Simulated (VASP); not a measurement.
# InP (F-43m) in VASP: settings compared

InP is run at these levels: RPBE, PBE+D4, PBEsol; tasks: single point, relaxation of cell and atoms.

All numbers are computed with VASP 6.6.1; they aren't measurements. Logs are shortened: lines on timing, memory, paths and dates and some standing lists are left out, and cuts for length are marked.

**Measured values to compare with.**

A printed reference work, data compilation reports, for a bulk crystal of InP at 1.6 K: band gap 1.4236 eV (direct).

The results are compared with them further down.

## (1) The cell of the first run

The structure is cubic, space group F-43m (No. 216). The conventional cell has a = 6.019 Å, b = 6.019 Å, c = 6.019 Å, α = 90.00°, β = 90.00°, γ = 90.00°. In (site symmetry -43m) has 4 P at 2.61 Å within 3.4 Å. Within 3.4 Å of P (site symmetry -43m) lie 4 In at 2.61 Å.

## (2) Single point, RPBE

Input file INCAR:

```
ALGO     = Normal         # electronic algorithm
EDIFF    = 1E-7           # SCF threshold, eV
ENCUT    = 520            # plane-wave cutoff, eV
GGA      = RP             # functional
ISIF     = 2              # what is computed and relaxed
ISMEAR   = -1             # smearing method
LASPH    = True           # aspherical terms in the spheres
LCHARG   = False          # write CHGCAR
LREAL    = False          # projectors in reciprocal space
LWAVE    = False          # write WAVECAR
NBANDS   = 16             # bands
NELM     = 80             # most SCF steps
PREC     = Accurate       # precision mode
SIGMA    = 0.05           # smearing width, eV
```

Input file KPOINTS:

```
k-points
0
Gamma
  8 8 8
```

Input file POSCAR:

```
InP
1.0
    0.0000000000      3.0095575919      3.0095575919
    3.0095575919      0.0000000000      3.0095575919
    3.0095575919      3.0095575919      0.0000000000
In P
1 1
Direct
    0.0000000000      0.0000000000      0.0000000000
    0.7500000000      0.7500000000      0.7500000000
```

Potentials or basis: VASP PAW PBE potentials, release 64 (In_d, P).

Command:

```
> cat potpaw_PBE.64/In_d/POTCAR potpaw_PBE.64/P/POTCAR > POTCAR
> mpirun -np 1 vasp_std > vasp.out
```

OUTCAR:

```text
EDIFF = 1E-7
   ENCUT = 520
   GGA = RP
   ISIF = 2
   ISMEAR = -1
   LASPH = True
   LREAL = False
   NELM = 80
   PREC = Accurate

 ion  position               nearest neighbor table
   1  0.000  0.000  0.000-   2 2.61   2 2.61   2 2.61   2 2.61
   2  0.750  0.750  0.750-   1 2.61   1 2.61   1 2.61   1 2.61

  LATTYP: Found a face centered cubic cell.
 ALAT       =     6.0191151838

  Lattice vectors:

 A1 = (   0.0000000000,   3.0095575919,   3.0095575919)
 A2 = (   3.0095575919,   0.0000000000,   3.0095575919)
 A3 = (   3.0095575919,   3.0095575919,   0.0000000000)

Analysis of symmetry for initial positions (statically):
=====================================================================
 Subroutine PRICEL returns:
 Original cell was already a primitive cell.

 Routine SETGRP: Setting up the symmetry group for a
 face centered cubic supercell.

 Subroutine GETGRP returns: Found 24 space group operations
 (whereof 24 operations were pure point group operations)
 out of a pool of 48 trial point group operations.

The static configuration has the point symmetry T_d .

Analysis of symmetry for dynamics (positions and initial velocities):
=====================================================================
 Subroutine PRICEL returns:
 Original cell was already a primitive cell.

 Routine SETGRP: Setting up the symmetry group for a
 face centered cubic supercell.

 Subroutine GETGRP returns: Found 24 space group operations
 (whereof 24 operations were pure point group operations)
 out of a pool of 48 trial point group operations.

The dynamic configuration has the point symmetry T_d .

 Subroutine INISYM returns: Found 24 space group operations
 (whereof 24 operations are pure point group operations),
 and found     1 'primitive' translations

----------------------------------------------------------------------------------------

                                     Primitive cell

  volume of cell :      54.5178

  direct lattice vectors                    reciprocal lattice vectors
     0.000000000  3.009557592  3.009557592    -0.166137376  0.166137376  0.166137376
     3.009557592  0.000000000  3.009557592     0.166137376 -0.166137376  0.166137376
     3.009557592  3.009557592  0.000000000     0.166137376  0.166137376 -0.166137376

  length of vectors
     4.256157163  4.256157163  4.256157163     0.287758376  0.287758376  0.287758376

  position of ions in fractional coordinates (direct lattice)
     0.000000000  0.000000000  0.000000000
     0.750000000  0.750000000  0.750000000

  ion indices of the primitive-cell ions
   primitive index   ion index
                 1           1
                 2           2

----------------------------------------------------------------------------------------

 KPOINTS: k-points

Automatic generation of k-mesh.
 Grid dimensions read from file:
 generate k-points for:    8    8    8

 Generating k-lattice:

  Cartesian coordinates                     Fractional coordinates (reciprocal lattice)
    -0.020767172  0.020767172  0.020767172     0.125000000  0.000000000  0.000000000
     0.020767172 -0.020767172  0.020767172     0.000000000  0.125000000  0.000000000
     0.020767172  0.020767172 -0.020767172     0.000000000  0.000000000  0.125000000

  Length of vectors
     0.035969797  0.035969797  0.035969797

  Shift w.r.t. Gamma in fractional coordinates (k-lattice)
     0.000000000  0.000000000  0.000000000

 Subroutine IBZKPT returns following result:
 ===========================================

 Found     29 irreducible k-points:

 Following reciprocal coordinates:
            Coordinates               Weight
  0.000000  0.000000  0.000000      1.000000
  0.125000  0.000000  0.000000      8.000000
  0.250000  0.000000  0.000000      8.000000
  0.375000  0.000000  0.000000      8.000000
  0.500000  0.000000  0.000000      4.000000
  0.125000  0.125000  0.000000      6.000000
[... 16 lines left out ...]
  0.500000  0.250000  0.125000     48.000000
 -0.375000  0.250000  0.125000     24.000000
 [... further k-points ...]
   k-points           NKPTS =     29   k-points in BZ     NKDIM =     29   number of bands    NBANDS=     16
   number of dos      NEDOS =    301   number of ions     NIONS =      2
   total plane-waves  NPLWV =  32768
   dimension x,y,z NGX =    32 NGY =   32 NGZ =   32
   dimension x,y,z NGXF=    64 NGYF=   64 NGZF=   64
   ions per type =               1   1
   NGX,Y,Z   is equivalent  to a cutoff of  12.50, 12.50, 12.50 a.u.
   NGXF,Y,Z  is equivalent  to a cutoff of  25.00, 25.00, 25.00 a.u.
 SYSTEM =  unknown system
   PREC   = accura    normal or accurate (medium, high low for compatibility)
   ISTART =      0    job   : 0-new  1-cont  2-samecut
   ICHARG =      2    charge: 1-file 2-atom 10-const
   ISPIN  =      1    spin polarized calculation?
   LNONCOLLINEAR =      F non collinear calculations
   LSORBIT =      F    spin-orbit coupling
   LASPH  =      T    aspherical Exc in radial PAW
   ENCUT  =  520.0 eV  38.22 Ry    6.18 a.u.   7.91  7.91  7.91*2*pi/ulx,y,z
   NELM   =     80;   NELMIN=  2; NELMDL= -5     # of ELM steps
   EDIFF  = 0.1E-06   stopping-criterion for ELM
   LREAL  =      F    real-space projection
   EDIFFG = 0.1E-05   stopping-criterion for IOM
   NSW    =      0    number of steps for IOM
   IBRION =     -1    ionic relax: 0-MD 1-quasi-New 2-CG
   NFREE  =      0    steps in history (QN), initial steepest desc. (CG)
   ISIF   =      2    stress and relaxation
   ISYM   =      2    0-nonsym 1-usesym 2-fastsym
   POTIM  = 0.5000    time-step for ionic-motion
   TEBEG  =    0.0;   TEEND  =   0.0 temperature during run
   PSTRESS=    0.0 pullay stress
   NELECT =      18.0000    total number of electrons
   NUPDOWN=      -1.0000    fix difference up-down
   EMIN   =  10.00;   EMAX   =-10.00  energy-range for DOS
   EFERMI =   0.00;   METHOD = LEGACY
   ISMEAR =    -1;   SIGMA  =   0.05  broadening in eV -4-tet -1-fermi 0-gaus
   EFERMI_NEDOS =   21; number of points for ismear=-14 and -15
   IALGO  =     38    algorithm
   IMIX   =      4    mixing-type and parameters
     AMIX     =   0.40;   BMIX     =  1.00
     AMIX_MAG =   1.60;   BMIX_MAG =  1.00
  volume/ion in A,a.u.               =      27.26       183.95
  Fermi-wavevector in a.u.,A,eV,Ry     =   1.131496  2.138217 17.419309  1.280283
  Thomas-Fermi vector in A             =   2.268195
   LORBIT       =      0    0 simple, 1 ext, 2 COOP (PROOUT), +10 PAW based schemes
   GGA     = RP    functional components
   LHFCALC =     F    Hartree Fock is set to
   AEXX    =    0.0000 exact exchange contribution
   IVDW    =     0    specifies the selected vdW correction
   LEPSILON=     F    determine dielectric tensor
   LRPA    =     F    only Hartree local field effects (RPA)
 non-spin polarized calculation
  energy-cutoff  :      520.00
  volume of cell :       54.52
 maximum number of plane-waves:      1480
   NGX = 15   NGY = 15   NGZ = 15

 number of electron      17.9999994 magnetization

 Free energy of the ion-electron system (eV)
  ---------------------------------------------------
  ext. energy  EPLUGINS =         0.00000000
  ---------------------------------------------------
  free energy    TOTEN  =        -7.75362689 eV

  energy without entropy =       -7.75355689  energy(sigma->0) =       -7.75359189

 E-fermi :   4.6959     XC(G=0):  -8.7454

 val. band max:        4.4581217210   @ k =   0.0000   0.0000   0.0000
 cond. band min:       4.8650238699   @ k =   0.0000   0.0000   0.0000
 fundamental gap:      0.4069021489
 Fermi energy:         4.6958735480

 k-point     1 :       0.0000    0.0000    0.0000
  band No.  band energies     occupation
      1      -9.6144      2.00000
      2      -9.6144      2.00000
      3      -9.6144      2.00000
      4      -9.5005      2.00000
      5      -9.5005      2.00000
      6      -6.5104      2.00000
[... 8 lines left out ...]
     15      13.7527      0.00000
     16      13.7527      0.00000

 k-point     2 :       0.1250    0.0000    0.0000
  band No.  band energies     occupation
      1      -9.6273      2.00000
      2      -9.6088      2.00000
      3      -9.6088      2.00000
      4      -9.5003      2.00000
      5      -9.5003      2.00000
      6      -6.3546      2.00000
[... 8 lines left out ...]
     15      13.2040      0.00000
     16      13.6659      0.00000

 k-point     3 :       0.2500    0.0000    0.0000
  band No.  band energies     occupation
      1      -9.6576      2.00000
      2      -9.5969      2.00000
      3      -9.5969      2.00000
      4      -9.4983      2.00000
      5      -9.4983      2.00000
      6      -5.9220      2.00000
[... 8 lines left out ...]
     15      12.9995      0.00000
     16      13.6388      0.00000

 k-point     4 :       0.3750    0.0000    0.0000
  band No.  band energies     occupation
      1      -9.6867      2.00000
      2      -9.5879      2.00000
      3      -9.5879      2.00000
      4      -9.4932      2.00000
      5      -9.4932      2.00000
      6      -5.3565      2.00000
[... 8 lines left out ...]
     15      13.8462      0.00000
     16      13.8462      0.00000

 k-point     5 :       0.5000    0.0000    0.0000
  band No.  band energies     occupation
      1      -9.6985      2.00000
      2      -9.5851      2.00000
      3      -9.5851      2.00000
      4      -9.4901      2.00000
      5      -9.4901      2.00000
      6      -5.0475      2.00000
[... 8 lines left out ...]
     15      14.8997      0.00000
     16      14.8997      0.00000

 k-point     6 :       0.1250    0.1250    0.0000
  band No.  band energies     occupation
      1      -9.6377      2.00000
      2      -9.6033      2.00000
      3      -9.6033      2.00000
      4      -9.5047      2.00000
      5      -9.4966      2.00000
      6      -6.3029      2.00000
[... 8 lines left out ...]
     15      13.8966      0.00000
     16      14.0200      0.00000

 k-point     7 :       0.2500    0.1250    0.0000
  band No.  band energies     occupation
      1      -9.6627      2.00000
      2      -9.5931      2.00000
      3      -9.5907      2.00000
      4      -9.5075      2.00000
      5      -9.4928      2.00000
      6      -5.9614      2.00000
[... 8 lines left out ...]
     15      13.8143      0.00000
     16      14.7456      0.00000

 k-point     8 :       0.3750    0.1250    0.0000
  band No.  band energies     occupation
      1      -9.6880      2.00000
      2      -9.5852      2.00000
      3      -9.5805      2.00000
      4      -9.5048      2.00000
      5      -9.4888      2.00000
      6      -5.4263      2.00000
[... 8 lines left out ...]
     15      14.3696      0.00000
     16      14.4071      0.00000

 k-point     9 :       0.5000    0.1250    0.0000
  band No.  band energies     occupation
      1      -9.7019      2.00000
      2      -9.5820      2.00000
      3      -9.5772      2.00000
      4      -9.4975      2.00000
      5      -9.4887      2.00000
      6      -4.9865      2.00000
[... 8 lines left out ...]
     15      14.8878      0.00000
     16      14.9247      0.00000
[... 172 lines left out ...]
 k-point    19 :       0.5000    0.3750    0.0000
  band No.  band energies     occupation
      1      -9.7415      2.00000
      2      -9.5472      2.00000
      3      -9.5423      2.00000
      4      -9.5287      2.00000
      5      -9.4779      2.00000
      6      -4.5966      2.00000
[... 8 lines left out ...]
     15      15.1469      0.00000
     16      16.0907      0.00000

 k-point    20 :      -0.3750    0.3750    0.0000
  band No.  band energies     occupation
      1      -9.7303      2.00000
      2      -9.5590      2.00000
      3      -9.5473      2.00000
      4      -9.5187      2.00000
      5      -9.4850      2.00000
      6      -4.5042      2.00000
[... 8 lines left out ...]
     15      14.1976      0.00000
     16      16.9395      0.00000

 k-point    21 :       0.5000    0.5000    0.0000
  band No.  band energies     occupation
      1      -9.7522      2.00000
      2      -9.5364      2.00000
      3      -9.5364      2.00000
      4      -9.5359      2.00000
      5      -9.4742      2.00000
      6      -4.4856      2.00000
[... 8 lines left out ...]
     15      15.1134      0.00000
     16      16.0444      0.00000

 k-point    22 :       0.3750    0.2500    0.1250
  band No.  band energies     occupation
      1      -9.6866      2.00000
      2      -9.5823      2.00000
      3      -9.5776      2.00000
      4      -9.5108      2.00000
      5      -9.4890      2.00000
      6      -5.5624      2.00000
[... 8 lines left out ...]
     15      14.4477      0.00000
     16      15.8373      0.00000

 k-point    23 :       0.5000    0.2500    0.1250
  band No.  band energies     occupation
      1      -9.7041      2.00000
      2      -9.5781      2.00000
      3      -9.5667      2.00000
      4      -9.5079      2.00000
      5      -9.4886      2.00000
      6      -5.0489      2.00000
[... 8 lines left out ...]
     15      15.0332      0.00000
     16      15.6674      0.00000

 k-point    24 :      -0.3750    0.2500    0.1250
  band No.  band energies     occupation
      1      -9.7105      2.00000
      2      -9.5776      2.00000
      3      -9.5630      2.00000
      4      -9.5035      2.00000
      5      -9.4904      2.00000
      6      -4.7752      2.00000
[... 8 lines left out ...]
     15      15.0297      0.00000
     16      15.5133      0.00000

 [... further k-points ...]

------------------------ aborting loop because EDIFF is reached ----------------------------------------

  FORCE on cell =-STRESS in cart. coord.  units (eV):
  Direction    XX          YY          ZZ          XY          YZ          ZX
  --------------------------------------------------------------------------------------
  -------------------------------------------------------------------------------------
  Total       -0.0330421     -0.0330421     -0.0330421      0.0000000      0.0000000      0.0000000
  in kB       -0.9710465     -0.9710465     -0.9710465      0.0000000      0.0000000      0.0000000
  external PRESSURE =      -0.9710465 kB  Pullay stress =       0.0000000 kB

 VOLUME and BASIS-vectors are now :
 -----------------------------------------------------------------------------
  energy-cutoff  :      520.00
  volume of cell :       54.52
      direct lattice vectors                 reciprocal lattice vectors
     0.000000000  3.009557592  3.009557592    -0.166137376  0.166137376  0.166137376
     3.009557592  0.000000000  3.009557592     0.166137376 -0.166137376  0.166137376
     3.009557592  3.009557592  0.000000000     0.166137376  0.166137376 -0.166137376

 POSITION                                       TOTAL-FORCE (eV/Angst)
 -----------------------------------------------------------------------------------
      0.00000      0.00000      0.00000         0.000000      0.000000      0.000000
      4.51434      4.51434      4.51434        -0.000000     -0.000000     -0.000000
 -----------------------------------------------------------------------------------
    total drift:                                0.000000      0.000000      0.000000

  FREE ENERGIE OF THE ION-ELECTRON SYSTEM (eV)
  ---------------------------------------------------
  free  energy   TOTEN  =        -7.7536268860 eV

  energy  without entropy=       -7.7535568914  energy(sigma->0) =       -7.75359189
```

It took 9.6 s on 1 thread of Intel Xeon 6975P-C (Granite Rapids), shared host; peak memory 0.18 GiB.

What came out:

```yaml
Free_energy: -7.7536 eV
Pressure: -0.1 GPa
Band_gap_on_the_k_mesh: 0.41 eV, direct
```

Caveat: the PAW data sets were made with another functional, which shifts forces and pressure a little; spin-orbit coupling is left out, which moves the levels of the heavy elements.

## (3) Relaxation of cell and atoms, PBE+D4

This run uses another cell than the first one, of 25.17 Å³/atom, 0.923 times its volume.

Input file INCAR:

```
PREC     = Accurate       # precision mode
ENCUT    = 600            # plane-wave cutoff, eV
EDIFF    = 1E-7           # SCF threshold, eV
ISMEAR   = -1             # smearing method
SIGMA    = 0.05           # smearing width, eV
LREAL    = False          # projectors in reciprocal space
LASPH    = True           # aspherical terms in the spheres
NELM     = 100            # most SCF steps
ALGO     = Normal         # electronic algorithm
ISIF     = 3              # what is computed and relaxed
LWAVE    = False          # write WAVECAR
LCHARG   = False          # write CHGCAR
GGA      = PE             # functional
IVDW     = 13             # dispersion correction
IBRION   = 2              # ionic algorithm
NSW      = 80             # ionic steps
EDIFFG   = -0.005         # ionic threshold
```

Input file KPOINTS:

```
Automatic mesh
0
Gamma
  8 8 8
```

Input file POSCAR:

```
InP
1.0
    0.0000000000      2.9305000000      2.9305000000
    2.9305000000      0.0000000000      2.9305000000
    2.9305000000      2.9305000000      0.0000000000
In P
1 1
Direct
    0.0000000000      0.0000000000      0.0000000000
    0.7500000000      0.7500000000      0.7500000000
```

Potentials or basis: VASP PAW PBE potentials, release 64 (In_d, P).

Command:

```
> cat potpaw_PBE.64/In_d/POTCAR potpaw_PBE.64/P/POTCAR > POTCAR
> mpirun -np 1 vasp_std > vasp.out
```

It took 32 s on 1 thread of Intel Xeon 6975P-C (Granite Rapids), shared host; peak memory 0.21 GiB.

Results (log left out):

* Free energy: -9.0574 eV
* Relaxed volume: 25.55 Å³/atom
* Relaxed cell: a = 4.165 Å, b = 4.165 Å, c = 4.165 Å, α = 60.00°, β = 60.00°, γ = 60.00°
* Space group after relaxing (to 0.05 Å): F-43m (No. 216)
* Energy gained by relaxing: 1.2 meV/atom
* Ionic steps: 3
* Pressure after relaxing: 0.0 GPa
* Band gap on the k mesh: 0.63 eV, direct
* Dispersion energy per atom: -0.332 eV

The path:
```csv
step,energy change (eV),largest force (eV/Å),pressure (GPa),volume (Å³)
1,0.0000,0.0000,1.03,50.33
2,-0.0017,0.0000,-0.53,51.52
3,-0.0024,0.0000,0.01,51.10
```

Final structure:
```xyz
2
Lattice="0.0000 2.9452 2.9452 2.9452 0.0000 2.9452 2.9452 2.9452 0.0000" Properties=species:S:1:pos:R:3 pbc="T T T"
In    0.0000    0.0000    0.0000
P     4.4178    4.4178    4.4178
```

Levels at points of the mesh, in eV from the valence-band top:
| k point | band 7 | band 8 | band 9 | band 10 | band 11 | band 12 |
| --- | --- | --- | --- | --- | --- | --- |
| (0.00, 0.00, 0.00) | 0.00 | 0.00 | 0.00 | 0.63 | 4.09 | 4.09 |
| (0.50, 0.00, 0.00) | -5.65 | -0.95 | -0.95 | 1.46 | 4.81 | 4.81 |
| (0.50, 0.50, 0.00) | -5.68 | -2.27 | -2.27 | 1.79 | 2.27 | 9.12 |

Caveat: spin-orbit coupling is left out, which moves the levels of the heavy elements. Zero-point motion and thermal expansion aren't in these numbers.

(Continued in part 2 of 2.)
